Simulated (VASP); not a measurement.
# P (P6_3/mmc) in VASP: a series of runs

The runs below take P through single point, relaxation of cell and atoms, with PBE.

All numbers are computed with VASP 6.6.1; they aren't measurements. Logs are shortened: lines on timing, memory, paths and dates and some standing lists are left out, and cuts for length are marked.

## Step 1: The structure

The structure is hexagonal, space group P6_3/mmc (No. 194). Conventional cell: a = 2.705 Å, b = 2.705 Å, c = 4.588 Å, α = 90.00°, β = 90.00°, γ = 120.00°. P (site symmetry -6m2) is surrounded by 12 P at 2.71 to 2.78 Å.

This isn't the form of P at room conditions, which is orthorhombic.

## Step 2: Single point, PBE (cell and atoms relaxed from a first guess)

The input, INCAR:

```
ALGO = Normal
EDIFF = 1E-6
ENCUT = 520
GGA = PE
ISIF = 2
ISMEAR = -1
LASPH = True
LCHARG = True
LELF = True
LREAL = False
LVHAR = True
LWAVE = False
NBANDS = 12
NELM = 80
PREC = Accurate
SIGMA = 0.05
```

The input, KPOINTS:

```
k-points
0
Gamma
  15 15 8
```

The input, POSCAR:

```
P
1.0
    2.7053825644      0.0000000000      0.0000000000
   -1.3526912822      2.3429300278      0.0000000000
    0.0000000000      0.0000000000      4.5876880062
P
2
Direct
    0.3333333333      0.6666666667      0.2500000000
    0.6666666667      0.3333333333      0.7500000000
```

Potentials or basis: VASP PAW PBE potentials, release 64 (P).

Run with:

```console
$ cat potpaw_PBE.64/P/POTCAR > POTCAR
$ mpirun -np 1 vasp_std > vasp.out
```

OUTCAR:

```text
EDIFF = 1E-6
   ENCUT = 520
   GGA = PE
   ISIF = 2
   ISMEAR = -1
   LASPH = True
   LREAL = False
   NELM = 80
   PREC = Accurate

 ion  position               nearest neighbor table
   1  0.333  0.667  0.250-   2 2.78   2 2.78   2 2.78   2 2.78   2 2.78   2 2.78
   2  0.667  0.333  0.750-   1 2.78   1 2.78   1 2.78   1 2.78   1 2.78   1 2.78

  LATTYP: Found a hexagonal cell.
 ALAT       =     2.7053825644
 C/A-ratio  =     1.6957631303

  Lattice vectors:

 A1 = (   2.7053825644,   0.0000000000,   0.0000000000)
 A2 = (  -1.3526912822,   2.3429300278,   0.0000000000)
 A3 = (   0.0000000000,   0.0000000000,   4.5876880062)

Analysis of symmetry for initial positions (statically):
=====================================================================
 Subroutine PRICEL returns:
 Original cell was already a primitive cell.

 Routine SETGRP: Setting up the symmetry group for a
 hexagonal supercell.

 Subroutine GETGRP returns: Found 24 space group operations
 (whereof 12 operations were pure point group operations)
 out of a pool of 24 trial point group operations.

The static configuration has the point symmetry D_3d.
 The point group associated with its full space group is D_6h.

Analysis of symmetry for dynamics (positions and initial velocities):
=====================================================================
 Subroutine PRICEL returns:
 Original cell was already a primitive cell.

 Routine SETGRP: Setting up the symmetry group for a
 hexagonal supercell.

 Subroutine GETGRP returns: Found 24 space group operations
 (whereof 12 operations were pure point group operations)
 out of a pool of 24 trial point group operations.

The dynamic configuration has the point symmetry D_3d.
 The point group associated with its full space group is D_6h.

 Subroutine INISYM returns: Found 24 space group operations
 (whereof 12 operations are pure point group operations),
 and found     1 'primitive' translations

----------------------------------------------------------------------------------------

                                     Primitive cell

  volume of cell :      29.0792

  direct lattice vectors                    reciprocal lattice vectors
     2.705382564  0.000000000  0.000000000     0.369633490  0.213407995  0.000000000
    -1.352691282  2.342930028  0.000000000     0.000000000  0.426815990  0.000000000
     0.000000000  0.000000000  4.587688006     0.000000000  0.000000000  0.217974718

  length of vectors
     2.705382564  2.705382564  4.587688006     0.426815990  0.426815990  0.217974718

  position of ions in fractional coordinates (direct lattice)
     0.333333333  0.666666667  0.250000000
     0.666666667  0.333333333  0.750000000

  ion indices of the primitive-cell ions
   primitive index   ion index
                 1           1
                 2           2

----------------------------------------------------------------------------------------

 KPOINTS: k-points

Automatic generation of k-mesh.
 Grid dimensions read from file:
 generate k-points for:   15   15    8

 Generating k-lattice:

  Cartesian coordinates                     Fractional coordinates (reciprocal lattice)
     0.024642233  0.014227200  0.000000000     0.066666667 -0.000000000  0.000000000
     0.000000000  0.028454399  0.000000000     0.000000000  0.066666667  0.000000000
     0.000000000  0.000000000  0.027246840     0.000000000  0.000000000  0.125000000

  Length of vectors
     0.028454399  0.028454399  0.027246840

  Shift w.r.t. Gamma in fractional coordinates (k-lattice)
     0.000000000  0.000000000  0.000000000

 Subroutine IBZKPT returns following result:
 ===========================================

 Found    135 irreducible k-points:

 Following reciprocal coordinates:
            Coordinates               Weight
  0.000000  0.000000  0.000000      1.000000
  0.066667  0.000000  0.000000      6.000000
  0.133333  0.000000  0.000000      6.000000
  0.200000  0.000000  0.000000      6.000000
  0.266667  0.000000  0.000000      6.000000
  0.333333  0.000000  0.000000      6.000000
[... 16 lines left out ...]
  0.333333  0.200000  0.000000     12.000000
  0.400000  0.200000  0.000000      6.000000
 [... further k-points ...]
   k-points           NKPTS =    135   k-points in BZ     NKDIM =    135   number of bands    NBANDS=     12
   number of dos      NEDOS =    301   number of ions     NIONS =      2
   total plane-waves  NPLWV =  14400
   dimension x,y,z NGX =    20 NGY =   20 NGZ =   36
   dimension x,y,z NGXF=    40 NGYF=   40 NGZF=   72
   ions per type =               2
   NGX,Y,Z   is equivalent  to a cutoff of  12.29, 12.29, 13.05 a.u.
   NGXF,Y,Z  is equivalent  to a cutoff of  24.58, 24.58, 26.09 a.u.
 SYSTEM =  unknown system
   PREC   = accura    normal or accurate (medium, high low for compatibility)
   ISTART =      0    job   : 0-new  1-cont  2-samecut
   ICHARG =      2    charge: 1-file 2-atom 10-const
   ISPIN  =      1    spin polarized calculation?
   LNONCOLLINEAR =      F non collinear calculations
   LSORBIT =      F    spin-orbit coupling
   LASPH  =      T    aspherical Exc in radial PAW
   ENCUT  =  520.0 eV  38.22 Ry    6.18 a.u.   5.03  5.03  8.53*2*pi/ulx,y,z
   NELM   =     80;   NELMIN=  2; NELMDL= -5     # of ELM steps
   EDIFF  = 0.1E-05   stopping-criterion for ELM
   LREAL  =      F    real-space projection
   EDIFFG = 0.1E-04   stopping-criterion for IOM
   NSW    =      0    number of steps for IOM
   IBRION =     -1    ionic relax: 0-MD 1-quasi-New 2-CG
   NFREE  =      0    steps in history (QN), initial steepest desc. (CG)
   ISIF   =      2    stress and relaxation
   ISYM   =      2    0-nonsym 1-usesym 2-fastsym
   POTIM  = 0.5000    time-step for ionic-motion
   TEBEG  =    0.0;   TEEND  =   0.0 temperature during run
   PSTRESS=    0.0 pullay stress
   NELECT =      10.0000    total number of electrons
   NUPDOWN=      -1.0000    fix difference up-down
   EMIN   =  10.00;   EMAX   =-10.00  energy-range for DOS
   EFERMI =   0.00;   METHOD = LEGACY
   ISMEAR =    -1;   SIGMA  =   0.05  broadening in eV -4-tet -1-fermi 0-gaus
   EFERMI_NEDOS =   21; number of points for ismear=-14 and -15
   IALGO  =     38    algorithm
   IMIX   =      4    mixing-type and parameters
     AMIX     =   0.40;   BMIX     =  1.00
     AMIX_MAG =   1.60;   BMIX_MAG =  1.00
  volume/ion in A,a.u.               =      14.54        98.12
  Fermi-wavevector in a.u.,A,eV,Ry     =   1.146958  2.167436 17.898638  1.315513
  Thomas-Fermi vector in A             =   2.283640
   LORBIT       =      0    0 simple, 1 ext, 2 COOP (PROOUT), +10 PAW based schemes
   GGA     = PE    functional components
   LHFCALC =     F    Hartree Fock is set to
   AEXX    =    0.0000 exact exchange contribution
   IVDW    =     0    specifies the selected vdW correction
   LEPSILON=     F    determine dielectric tensor
   LRPA    =     F    only Hartree local field effects (RPA)
 non-spin polarized calculation
  energy-cutoff  :      520.00
  volume of cell :       29.08
 maximum number of plane-waves:       801
 NGX is ok and might be reduce to    20
   NGX =  9   NGY =  9   NGZ = 17

 number of electron      10.0000001 magnetization

 Free energy of the ion-electron system (eV)
  ---------------------------------------------------
  ext. energy  EPLUGINS =         0.00000000
  ---------------------------------------------------
  free energy    TOTEN  =        -9.13449642 eV

  energy without entropy =       -9.12651355  energy(sigma->0) =       -9.13050499

 E-fermi :   9.8481     XC(G=0): -11.4800

 val. band max:        9.8442805788   @ k =   0.4667   0.0667   0.0000
 cond. band min:       9.8618279261   @ k =   0.2667   0.2000   0.2500
 fundamental gap:      0.0175473473
 Fermi energy:         9.8480661669

 k-point     1 :       0.0000    0.0000    0.0000
  band No.  band energies     occupation
      1      -6.5515      2.00000
      2      -1.2157      2.00000
      3       1.6659      2.00000
      4      14.9881      0.00000
      5      14.9881      0.00000
      6      15.9752      0.00000
      7      16.6288      0.00000
      8      16.6288      0.00000
      9      20.2462      0.00000
     10      20.7149      0.00000
     11      21.6426      0.00000
     12      21.6426      0.00000

 k-point     2 :       0.0667    0.0000    0.0000
  band No.  band energies     occupation
      1      -6.4379      2.00000
      2      -1.1064      2.00000
      3       1.7743      2.00000
      4      13.8813      0.00000
      5      14.5212      0.00000
      6      15.9263      0.00000
      7      16.1778      0.00000
      8      16.7319      0.00000
      9      20.2316      0.00000
     10      20.8881      0.00000
     11      21.7654      0.00000
     12      21.7948      0.00000

 k-point     3 :       0.1333    0.0000    0.0000
  band No.  band energies     occupation
      1      -6.0977      2.00000
      2      -0.7799      2.00000
      3       2.0987      2.00000
      4      11.7204      0.00000
      5      13.6532      0.00000
      6      14.9459      0.00000
      7      15.7056      0.00000
      8      16.5709      0.00000
      9      18.8750      0.00000
     10      21.3947      0.00000
     11      22.1648      0.00000
     12      22.6346      0.00000
[... 286 lines left out ...]
 k-point    23 :       0.3333    0.2000    0.0000
  band No.  band energies     occupation
      1      -1.1945      2.00000
      2       1.9531      2.00000
      3       4.4917      2.00000
      4       6.0968      2.00000
      5       6.6603      2.00000
      6       7.8136      2.00000
      7      10.0631      0.02676
      8      10.7140      0.00000
      9      15.1699      0.00000
     10      20.7264      0.00000
     11      23.0360      0.00000
     12      24.7396      0.00000

 k-point    24 :       0.4000    0.2000    0.0000
  band No.  band energies     occupation
      1      -0.2258      2.00000
      2       1.0016      2.00000
      3       4.9374      2.00000
      4       6.2961      2.00000
      5       6.6684      2.00000
      6       7.4014      2.00000
      7       9.2301      1.99999
      8      10.6072      0.00000
      9      14.9677      0.00000
     10      20.6413      0.00000
     11      23.4809      0.00000
     12      24.9365      0.00000

 [... further k-points ...]

------------------------ aborting loop because EDIFF is reached ----------------------------------------

  FORCE on cell =-STRESS in cart. coord.  units (eV):
  Direction    XX          YY          ZZ          XY          YZ          ZX
  --------------------------------------------------------------------------------------
  -------------------------------------------------------------------------------------
  Total       -0.0363908     -0.0363908     -0.0321503     -0.0000000      0.0000000      0.0000000
  in kB       -2.0050278     -2.0050278     -1.7713878     -0.0000000      0.0000000      0.0000000
  external PRESSURE =      -1.9271478 kB  Pullay stress =       0.0000000 kB

 VOLUME and BASIS-vectors are now :
 -----------------------------------------------------------------------------
  energy-cutoff  :      520.00
  volume of cell :       29.08
      direct lattice vectors                 reciprocal lattice vectors
     2.705382564  0.000000000  0.000000000     0.369633490  0.213407995  0.000000000
    -1.352691282  2.342930028  0.000000000     0.000000000  0.426815990  0.000000000
     0.000000000  0.000000000  4.587688006     0.000000000  0.000000000  0.217974718

 POSITION                                       TOTAL-FORCE (eV/Angst)
 -----------------------------------------------------------------------------------
     -0.00000      1.56195      1.14692         0.000000     -0.000000      0.000000
      1.35269      0.78098      3.44077        -0.000000      0.000000      0.000000
 -----------------------------------------------------------------------------------
    total drift:                               -0.000000      0.000000      0.000000

  FREE ENERGIE OF THE ION-ELECTRON SYSTEM (eV)
  ---------------------------------------------------
  free  energy   TOTEN  =        -9.1344964215 eV

  energy  without entropy=       -9.1265135506  energy(sigma->0) =       -9.13050499
```

Run time: 20 s. Hardware: 1 thread of Intel Xeon Platinum 8375C at 2.90GHz (Ice Lake), shared host; peak memory 0.16 GiB.

What came out:

| Quantity | Value |
| --- | --- |
| Free energy | -9.1345 eV |
| Pressure | -0.2 GPa |
| Band gap on the k mesh | none (metal or under the smearing width) |

## Step 3: Relaxation of cell and atoms, PBE (cell and atoms relaxed from a first guess)

The input, INCAR:

```
PREC = Accurate ; ENCUT = 600
EDIFF = 1E-6 ; ISMEAR = -1
SIGMA = 0.05 ; LREAL = False
LASPH = True ; NELM = 80
ALGO = Fast ; ISIF = 3
LWAVE = False ; LCHARG = False
GGA = PE ; IBRION = 2
NSW = 100 ; EDIFFG = -0.005
```

The input, KPOINTS:

```
regular mesh
0
Gamma
  15 15 8
```

The input, POSCAR:

```
P
1.0
    2.5123336524      0.0000000000      0.0000000000
   -1.2561668262      2.1757447658      0.0000000000
    0.0000000000      0.0000000000      4.0699805169
P
2
Direct
    0.3333333333      0.6666666667      0.2500000000
    0.6666666667      0.3333333333      0.7500000000
```

Potentials or basis: VASP PAW PBE potentials, release 64 (P).

Run with:

```console
$ cat potpaw_PBE.64/P/POTCAR > POTCAR
$ mpirun -np 1 vasp_std > vasp.out
```

Run time: 2.7 min. Hardware: 1 thread of Intel Xeon Platinum 8375C at 2.90GHz (Ice Lake), shared host; peak memory 0.15 GiB.

The run converged. Its results:

* Free energy: -9.1332 eV
* Relaxed volume: 14.52 Å³/atom
* Relaxed cell: a = 2.704 Å, b = 2.704 Å, c = 4.586 Å, α = 90.00°, β = 90.00°, γ = 120.00°
* Space group after relaxing (to 0.05 Å): P6_3/mmc (No. 194)
* Energy gained by relaxing: 349.1 meV/atom
* Ionic steps: 13
* Pressure after relaxing: 0.0 GPa
* Band gap on the k mesh: none (metal or under the smearing width)

The path:
| step | energy change (eV) | largest force (eV/Å) | pressure (GPa) | volume (Å³) |
| --- | --- | --- | --- | --- |
| 1 | 0.0000 | 0.0000 | 39.77 | 22.25 |
| 2 | -0.5919 | 0.0000 | -7.93 | 32.38 |
| 3 | -0.6814 | 0.0000 | 0.29 | 28.95 |
| 4 | -0.6815 | 0.0000 | -0.13 | 29.09 |
| 5 | -0.6939 | 0.0000 | -0.50 | 29.17 |
| 6 | -0.6978 | 0.0000 | -0.62 | 29.23 |
| 7 | -0.6979 | 0.0000 | -0.64 | 29.24 |
| 8 | -0.6979 | 0.0000 | -0.63 | 29.23 |
| 9 | -0.6983 | 0.0000 | 0.17 | 28.97 |
| 10 | -0.6983 | 0.0000 | 0.00 | 29.03 |
| 11 | -0.6983 | 0.0000 | 0.00 | 29.03 |
| 12 | -0.6983 | 0.0000 | -0.02 | 29.03 |
| 13 | -0.6983 | 0.0000 | -0.02 | 29.03 |

Final structure:
```
CELL_PARAMETERS angstrom
2.70377 0.00000 0.00000
-1.35188 2.34153 0.00000
0.00000 0.00000 4.58558
ATOMIC_POSITIONS crystal
P 0.33333 0.66667 0.25000
P 0.66667 0.33333 0.75000
```

Levels at points of the mesh, in eV from the Fermi level:
```tsv
k point	band 2	band 3	band 4	band 5	band 6	band 7	band 8	band 9
(0.00, 0.00, 0.00)	-11.07	-8.20	5.15	5.15	6.14	6.80	6.80	10.40
(0.00, 0.00, 0.50)	-14.78	-1.55	-1.55	6.04	6.04	6.04	6.04	11.36
```

Caveat: the volume moved by over 15 % at a fixed basis, so the end points are rough.

## Step 4: Single point, PBE

The input, INCAR:

```
ALGO     = Normal         # electronic algorithm
EDIFF    = 1E-6           # SCF threshold, eV
ENCUT    = 520            # plane-wave cutoff, eV
GGA      = PE             # functional
ISIF     = 2              # what is computed and relaxed
ISMEAR   = -1             # smearing method
LASPH    = T              # aspherical terms in the spheres
LCHARG   = F              # write CHGCAR
LREAL    = F              # projectors in reciprocal space
LWAVE    = F              # write WAVECAR
NBANDS   = 12             # bands
NELM     = 100            # most SCF steps
PREC     = Accurate       # precision mode
SIGMA    = 0.05           # smearing width, eV
```

The input, KPOINTS:

```
k-points
0
Gamma
  15 15 8
```

The input, POSCAR:

```
P
1.0
    2.7053825630      0.0000000000      0.0000000000
   -1.3526912815      2.3429300266      0.0000000000
    0.0000000000      0.0000000000      4.5876880108
P
2
Direct
    0.3333333333      0.6666666667      0.2500000000
    0.6666666667      0.3333333333      0.7500000000
```

Run with:

```console
$ cat potpaw_PBE.64/P/POTCAR > POTCAR
$ mpirun -np 1 vasp_std > vasp.out
```

Wall time 14 s (1 thread of Intel Xeon Platinum 8488C (Sapphire Rapids), shared host); peak memory 0.15 GiB.

The run converged. Its results:

* Free energy: -9.1345 eV
* Pressure: -0.2 GPa
* Band gap on the k mesh: none (metal or under the smearing width)

Levels at points of the mesh, in eV from the Fermi level:
```csv
k point,band 2,band 3,band 4,band 5,band 6,band 7,band 8,band 9
"(0.00, 0.00, 0.00)",-11.06,-8.18,5.14,5.14,6.13,6.78,6.78,10.40
"(0.00, 0.00, 0.50)",-14.77,-1.55,-1.55,6.03,6.03,6.03,6.03,11.36
```

## Step 5: Overview

```tsv
task	cell	cutoff (eV)	gap on the mesh (eV)	pressure (GPa)
single point	cell and atoms relaxed from a first guess	520	none	-0.2
relaxation of cell and atoms	relaxed from: cell and atoms relaxed from a first guess	600	none	0.0
single point	as given	520	none	-0.2
```

Alike in all rows: level PBE; potentials or basis VASP PAW PBE potentials, release 64 (P); no spin polarisation; k mesh 15 × 15 × 8; smearing fermi-dirac 0.05 eV.

Caveats: the volume moved by over 15 % at a fixed basis, so the end points are rough (some runs).

Absolute energies hang on the potentials; compare differences alone.
